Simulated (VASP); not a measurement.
# BN (P6_3/mmc) in VASP: further runs

Aim: see how the results for BN move with the level of theory and the settings. Levels: PBE+D3(BJ), r2SCAN+D3(BJ). Tasks: single point, relaxation of cell and atoms, relaxation of shape and atoms at fixed volume.

Everything below comes from runs of VASP 6.6.1. Logs are shortened: lines on timing, memory, paths and dates and some standing lists are left out, and cuts for length are marked.

### Step 1. The crystal as given

Symmetry: P6_3/mmc, No. 194, hexagonal system. The conventional cell has a = 2.506 Å, b = 2.506 Å, c = 6.616 Å, α = 90.00°, β = 90.00°, γ = 120.00°. B (site symmetry -6m2) is surrounded by 3 N at 1.45 Å. Around N (site symmetry -6m2) lie 3 B at 1.45 Å.

### Step 2. Single point, PBE+D3(BJ)

Contents of INCAR:

```
PREC = Accurate
ENCUT = 520
EDIFF = 1E-7
ISMEAR = 0
SIGMA = 0.05
LREAL = F
LASPH = T
NELM = 100
ALGO = Normal
ISIF = 2
LWAVE = F
LCHARG = F
GGA = PE
IVDW = 12
NBANDS = 16
```

Contents of KPOINTS:

```
regular mesh
0
Gamma
  10 10 4
```

Contents of POSCAR:

```
BN
1.0
    2.5063031992      0.0000000000      0.0000000000
   -1.2531515996      2.1705222401      0.0000000000
    0.0000000000      0.0000000000      6.6162758516
B N
2 2
Direct
    0.3333333333      0.6666666667      0.2500000000
    0.6666666667      0.3333333333      0.7500000000
    0.3333333333      0.6666666667      0.7500000000
    0.6666666667      0.3333333333      0.2500000000
```

Potentials or basis: VASP PAW PBE potentials, release 64 (B, N).

On the command line:

```
$ cat potpaw_PBE.64/B/POTCAR potpaw_PBE.64/N/POTCAR > POTCAR
$ mpirun -np 1 vasp_std > vasp.out
```

OUTCAR:

```text
PREC = Accurate
   ENCUT = 520
   EDIFF = 1E-7
   ISMEAR = 0
   LREAL = F
   LASPH = T
   NELM = 100
   ISIF = 2
   GGA = PE
   IVDW = 12
 IVDW          = 12

 ion  position               nearest neighbor table
   1  0.333  0.667  0.250-   4 1.45   4 1.45   4 1.45
   2  0.667  0.333  0.750-   3 1.45   3 1.45   3 1.45
   3  0.333  0.667  0.750-   2 1.45   2 1.45   2 1.45
   4  0.667  0.333  0.250-   1 1.45   1 1.45   1 1.45

  LATTYP: Found a hexagonal cell.
 ALAT       =     2.5063031992
 C/A-ratio  =     2.6398545291

  Lattice vectors:

 A1 = (   2.5063031992,   0.0000000000,   0.0000000000)
 A2 = (  -1.2531515996,   2.1705222401,   0.0000000000)
 A3 = (   0.0000000000,   0.0000000000,   6.6162758516)

Analysis of symmetry for initial positions (statically):
=====================================================================
 Subroutine PRICEL returns:
 Original cell was already a primitive cell.

 Routine SETGRP: Setting up the symmetry group for a
 hexagonal supercell.

 Subroutine GETGRP returns: Found 24 space group operations
 (whereof 12 operations were pure point group operations)
 out of a pool of 24 trial point group operations.

The static configuration has the point symmetry D_3d.
 The point group associated with its full space group is D_6h.

Analysis of symmetry for dynamics (positions and initial velocities):
=====================================================================
 Subroutine PRICEL returns:
 Original cell was already a primitive cell.

 Routine SETGRP: Setting up the symmetry group for a
 hexagonal supercell.

 Subroutine GETGRP returns: Found 24 space group operations
 (whereof 12 operations were pure point group operations)
 out of a pool of 24 trial point group operations.

The dynamic configuration has the point symmetry D_3d.
 The point group associated with its full space group is D_6h.

 Subroutine INISYM returns: Found 24 space group operations
 (whereof 12 operations are pure point group operations),
 and found     1 'primitive' translations

----------------------------------------------------------------------------------------

                                     Primitive cell

  volume of cell :      35.9925

  direct lattice vectors                    reciprocal lattice vectors
     2.506303199  0.000000000  0.000000000     0.398994024  0.230359307  0.000000000
    -1.253151600  2.170522240  0.000000000     0.000000000  0.460718615  0.000000000
     0.000000000  0.000000000  6.616275852     0.000000000  0.000000000  0.151142429

  length of vectors
     2.506303199  2.506303199  6.616275852     0.460718615  0.460718615  0.151142429

  position of ions in fractional coordinates (direct lattice)
     0.333333333  0.666666667  0.250000000
     0.666666667  0.333333333  0.750000000
     0.333333333  0.666666667  0.750000000
     0.666666667  0.333333333  0.250000000

  ion indices of the primitive-cell ions
   primitive index   ion index
                 1           1
                 2           2
                 3           3
                 4           4

----------------------------------------------------------------------------------------

 KPOINTS: regular mesh

Automatic generation of k-mesh.
 Grid dimensions read from file:
 generate k-points for:   10   10    4

 Generating k-lattice:

  Cartesian coordinates                     Fractional coordinates (reciprocal lattice)
     0.039899402  0.023035931  0.000000000     0.100000000  0.000000000  0.000000000
     0.000000000  0.046071861  0.000000000     0.000000000  0.100000000  0.000000000
     0.000000000  0.000000000  0.037785607     0.000000000  0.000000000  0.250000000

  Length of vectors
     0.046071861  0.046071861  0.037785607

  Shift w.r.t. Gamma in fractional coordinates (k-lattice)
     0.000000000  0.000000000  0.000000000

 Subroutine IBZKPT returns following result:
 ===========================================

 Found     42 irreducible k-points:

 Following reciprocal coordinates:
            Coordinates               Weight
  0.000000  0.000000  0.000000      1.000000
  0.100000  0.000000  0.000000      6.000000
  0.200000  0.000000  0.000000      6.000000
  0.300000  0.000000  0.000000      6.000000
  0.400000  0.000000  0.000000      6.000000
  0.500000  0.000000  0.000000      3.000000
[... 16 lines left out ...]
  0.300000  0.100000  0.250000     24.000000
  0.400000  0.100000  0.250000     24.000000
 [... further k-points ...]
   k-points           NKPTS =     42   k-points in BZ     NKDIM =     42   number of bands    NBANDS=     16
   number of dos      NEDOS =    301   number of ions     NIONS =      4
   total plane-waves  NPLWV =  20000
   dimension x,y,z NGX =    20 NGY =   20 NGZ =   50
   dimension x,y,z NGXF=    40 NGYF=   40 NGZF=  100
   ions per type =               2   2
   NGX,Y,Z   is equivalent  to a cutoff of  13.27, 13.27, 12.56 a.u.
   NGXF,Y,Z  is equivalent  to a cutoff of  26.53, 26.53, 25.13 a.u.
 SYSTEM =  unknown system
   PREC   = accura    normal or accurate (medium, high low for compatibility)
   ISTART =      0    job   : 0-new  1-cont  2-samecut
   ICHARG =      2    charge: 1-file 2-atom 10-const
   ISPIN  =      1    spin polarized calculation?
   LNONCOLLINEAR =      F non collinear calculations
   LSORBIT =      F    spin-orbit coupling
   LASPH  =      T    aspherical Exc in radial PAW
   ENCUT  =  520.0 eV  38.22 Ry    6.18 a.u.   4.66  4.66 12.30*2*pi/ulx,y,z
   NELM   =    100;   NELMIN=  2; NELMDL= -5     # of ELM steps
   EDIFF  = 0.1E-06   stopping-criterion for ELM
   LREAL  =      F    real-space projection
   EDIFFG = 0.1E-05   stopping-criterion for IOM
   NSW    =      0    number of steps for IOM
   IBRION =     -1    ionic relax: 0-MD 1-quasi-New 2-CG
   NFREE  =      0    steps in history (QN), initial steepest desc. (CG)
   ISIF   =      2    stress and relaxation
   ISYM   =      2    0-nonsym 1-usesym 2-fastsym
   POTIM  = 0.5000    time-step for ionic-motion
   TEBEG  =    0.0;   TEEND  =   0.0 temperature during run
   PSTRESS=    0.0 pullay stress
   NELECT =      16.0000    total number of electrons
   NUPDOWN=      -1.0000    fix difference up-down
   EMIN   =  10.00;   EMAX   =-10.00  energy-range for DOS
   EFERMI =   0.00;   METHOD = LEGACY
   ISMEAR =     0;   SIGMA  =   0.05  broadening in eV -4-tet -1-fermi 0-gaus
   EFERMI_NEDOS =   21; number of points for ismear=-14 and -15
   IALGO  =     38    algorithm
   IMIX   =      4    mixing-type and parameters
     AMIX     =   0.40;   BMIX     =  1.00
     AMIX_MAG =   1.60;   BMIX_MAG =  1.00
  volume/ion in A,a.u.               =       9.00        60.72
  Fermi-wavevector in a.u.,A,eV,Ry     =   1.249427  2.361075 21.239629  1.561069
  Thomas-Fermi vector in A             =   2.383468
   LORBIT       =      0    0 simple, 1 ext, 2 COOP (PROOUT), +10 PAW based schemes
   GGA     = PE    functional components
   LHFCALC =     F    Hartree Fock is set to
   AEXX    =    0.0000 exact exchange contribution
   IVDW    =    12    specifies the selected vdW correction
   LEPSILON=     F    determine dielectric tensor
   LRPA    =     F    only Hartree local field effects (RPA)
 non-spin polarized calculation
 Gauss-broadening in eV      SIGMA  =   0.05
  energy-cutoff  :      520.00
  volume of cell :       35.99
 maximum number of plane-waves:       992
 NGX is ok and might be reduce to    20
   NGX =  9   NGY =  9   NGZ = 25

 number of electron      15.9999997 magnetization

 Free energy of the ion-electron system (eV)
  ---------------------------------------------------
  ext. energy  EPLUGINS =         0.00000000
  ---------------------------------------------------
  free energy    TOTEN  =       -35.15163949 eV

  energy without entropy =      -35.15163949  energy(sigma->0) =      -35.15163949

 E-fermi :   2.5905     XC(G=0): -10.0882

 val. band max:        2.3362557888   @ k =   0.3000   0.3000   0.0000
 cond. band min:       6.5572526952   @ k =   0.5000   0.0000   0.0000
 fundamental gap:      4.2209969064
 Fermi energy:         2.5905072167

 k-point     1 :       0.0000    0.0000    0.0000
  band No.  band energies     occupation
      1     -15.4954      2.00000
      2     -15.1925      2.00000
      3      -3.9252      2.00000
      4      -1.7600      2.00000
      5       0.9568      2.00000
      6       0.9568      2.00000
[... 8 lines left out ...]
     15      14.4945      0.00000
     16      15.2891      0.00000

 k-point     2 :       0.1000    0.0000    0.0000
  band No.  band energies     occupation
      1     -15.3002      2.00000
      2     -15.0040      2.00000
      3      -3.6573      2.00000
      4      -1.5202      2.00000
      5       0.1697      2.00000
      6       0.2039      2.00000
[... 8 lines left out ...]
     15      14.7814      0.00000
     16      15.1733      0.00000

 k-point     3 :       0.2000    0.0000    0.0000
  band No.  band energies     occupation
      1     -14.7304      2.00000
      2     -14.4553      2.00000
      3      -2.8682      2.00000
      4      -1.7122      2.00000
      5      -1.6625      2.00000
      6      -0.8232      2.00000
[... 8 lines left out ...]
     15      16.8643      0.00000
     16      16.9812      0.00000

 k-point     4 :       0.3000    0.0000    0.0000
  band No.  band energies     occupation
      1     -13.8494      2.00000
      2     -13.6132      2.00000
      3      -3.9067      2.00000
      4      -3.8294      2.00000
      5      -1.6179      2.00000
      6      -1.0650      2.00000
[... 8 lines left out ...]
     15      17.8972      0.00000
     16      19.7969      0.00000
[... 324 lines left out ...]
 k-point    22 :       0.2000    0.1000    0.2500
  band No.  band energies     occupation
      1     -14.1521      2.00000
      2     -13.9734      2.00000
      3      -2.9032      2.00000
      4      -2.8649      2.00000
      5      -1.8512      2.00000
      6      -1.1237      2.00000
[... 8 lines left out ...]
     15      17.4353      0.00000
     16      17.5511      0.00000

 k-point    23 :       0.3000    0.1000    0.2500
  band No.  band energies     occupation
      1     -13.1942      2.00000
      2     -13.0524      2.00000
      3      -4.8719      2.00000
      4      -4.8158      2.00000
      5      -1.9174      2.00000
      6      -1.8684      2.00000
[... 8 lines left out ...]
     15      18.1620      0.00000
     16      19.7306      0.00000

 k-point    24 :       0.4000    0.1000    0.2500
  band No.  band energies     occupation
      1     -12.3453      2.00000
      2     -12.2697      2.00000
      3      -6.2696      2.00000
      4      -6.2144      2.00000
      5      -2.3387      2.00000
      6      -2.2867      2.00000
[... 8 lines left out ...]
     15      17.5877      0.00000
     16      20.5635      0.00000

 [... further k-points ...]

------------------------ aborting loop because EDIFF is reached ----------------------------------------

 Edisp (eV)   -0.56604

 E8    (eV) :    -0.1658

  FORCE on cell =-STRESS in cart. coord.  units (eV):
  Direction    XX          YY          ZZ          XY          YZ          ZX
  --------------------------------------------------------------------------------------
  -------------------------------------------------------------------------------------
  Total       0.05173     0.05173    -0.03374     0.00000    -0.00000     0.00000
  in kB       2.30256     2.30256    -1.50200     0.00000    -0.00000     0.00000
  external pressure =        1.03 kB  Pullay stress =        0.00 kB

 VOLUME and BASIS-vectors are now :
 -----------------------------------------------------------------------------
  energy-cutoff  :      520.00
  volume of cell :       35.99
      direct lattice vectors                 reciprocal lattice vectors
     2.506303199  0.000000000  0.000000000     0.398994024  0.230359307  0.000000000
    -1.253151600  2.170522240  0.000000000     0.000000000  0.460718615  0.000000000
     0.000000000  0.000000000  6.616275852     0.000000000  0.000000000  0.151142429

 POSITION                                       TOTAL-FORCE (eV/Angst)
 -----------------------------------------------------------------------------------
     -0.00000      1.44701      1.65407        -0.000000      0.000000      0.000000
      1.25315      0.72351      4.96221         0.000000      0.000000      0.000000
     -0.00000      1.44701      4.96221         0.000000     -0.000000      0.000000
      1.25315      0.72351      1.65407         0.000000      0.000000      0.000000
 -----------------------------------------------------------------------------------
    total drift:                               -0.000000      0.000000     -0.000000

  FREE ENERGIE OF THE ION-ELECTRON SYSTEM (eV)
  ---------------------------------------------------
  free  energy   TOTEN  =       -35.7176821303 eV

  energy  without entropy=      -35.7176821303  energy(sigma->0) =      -35.71768213
```

Run time: 34 s. Hardware: 1 thread of Intel Xeon Platinum 8375C at 2.90GHz (Ice Lake), shared host; peak memory 0.17 GiB.

Results:

```yaml
Free_energy: -35.7177 eV
Pressure: 0.1 GPa
Band_gap_on_the_k_mesh: 4.22 eV, indirect (least direct gap 4.66 eV)
Dispersion_energy_per_atom: -0.142 eV
```

Stress tensor (GPa, compression positive):
```
 0.23  0.00  0.00
 0.00  0.23  0.00
 0.00  0.00 -0.15
```

A k mesh can miss the band edges.

### Step 3. Relaxation of cell and atoms, PBE+D3(BJ)

This run uses another cell than the first one, of 8.97 Å³/atom, 0.996 times its volume.

Contents of INCAR:

```
ALGO     = Normal         # electronic algorithm
EDIFF    = 1E-6           # SCF threshold, eV
EDIFFG   = -0.03          # ionic threshold
ENCUT    = 600            # plane-wave cutoff, eV
GGA      = PE             # functional
IBRION   = 2              # ionic algorithm
ISIF     = 3              # what is computed and relaxed
ISMEAR   = 0              # smearing method
IVDW     = 12             # dispersion correction
LASPH    = True           # aspherical terms in the spheres
LCHARG   = False          # write CHGCAR
LREAL    = False          # projectors in reciprocal space
LWAVE    = False          # write WAVECAR
NELM     = 100            # most SCF steps
NSW      = 80             # ionic steps
PREC     = Accurate       # precision mode
SIGMA    = 0.05           # smearing width, eV
```

Contents of KPOINTS:

```
k-points
0
Gamma
  10 10 4
```

Contents of POSCAR:

```
BN
1.0
    2.4982400000      0.0000000000      0.0000000000
   -1.2491200000      2.1635393048      0.0000000000
    0.0000000000      0.0000000000      6.6357000000
B N
2 2
Direct
    0.3333333333      0.6666666667      0.2500000000
    0.6666666667      0.3333333333      0.7500000000
    0.3333333333      0.6666666667      0.7500000000
    0.6666666667      0.3333333333      0.2500000000
```

Potentials or basis: VASP PAW PBE potentials, release 64 (B, N).

On the command line:

```
$ cat potpaw_PBE.64/B/POTCAR potpaw_PBE.64/N/POTCAR > POTCAR
$ mpirun -np 1 vasp_std > vasp.out
```

Wall time 48 s (1 thread of Intel Xeon Platinum 8375C at 2.90GHz (Ice Lake), shared host); peak memory 0.17 GiB.

It converged, with:

- Free energy: -35.7237 eV
- Relaxed volume: 9.02 Å³/atom
- Relaxed cell: a = 2.506 Å, b = 2.506 Å, c = 6.634 Å, α = 90.00°, β = 90.00°, γ = 120.00°
- Space group after relaxing (to 0.05 Å): P6_3/mmc (No. 194)
- Energy gained by relaxing: 0.6 meV/atom
- Ionic steps: 3
- Pressure after relaxing: -0.1 GPa
- Band gap on the k mesh: 4.23 eV, indirect (least direct gap 4.66 eV)
- Dispersion energy per atom: -0.141 eV

Stress tensor (GPa, compression positive):
```
-0.02  0.00  0.00
 0.00 -0.02  0.00
 0.00  0.00 -0.32
```

Step by step:
```
step  energy change (eV)  largest force (eV/Å)  pressure (GPa)  volume (Å³)
   1              0.0000                0.0000            2.26        35.87
   2              0.0069                0.0000           -4.50        36.53
   3             -0.0026                0.0000           -0.12        36.09
```

Final structure:
```
B N
1.0
     2.50646    0.00000    0.00000
    -1.25323    2.17066    0.00000
     0.00000    0.00000    6.63362
B N
2 2
Cartesian
  0.0000 1.4471 1.6584
  1.2532 0.7236 4.9752
  0.0000 1.4471 4.9752
  1.2532 0.7236 1.6584
```

Levels at points of the mesh, in eV from the valence-band top:
```csv
k point,band 6,band 7,band 8,band 9,band 10,band 11
"(0.00, 0.00, 0.00)",-1.38,-1.34,-1.34,5.22,10.28,11.48
"(0.50, 0.00, 0.00)",-4.12,-1.49,-0.47,4.23,5.60,9.47
"(0.00, 0.00, 0.50)",-1.36,-1.36,-1.36,7.59,7.59,11.54
"(0.50, 0.00, 0.50)",-4.15,-0.96,-0.96,4.69,4.69,9.85
```

A k mesh can miss the band edges. Zero-point motion and thermal expansion aren't in these numbers.

(Continued in part 2 of 2.)
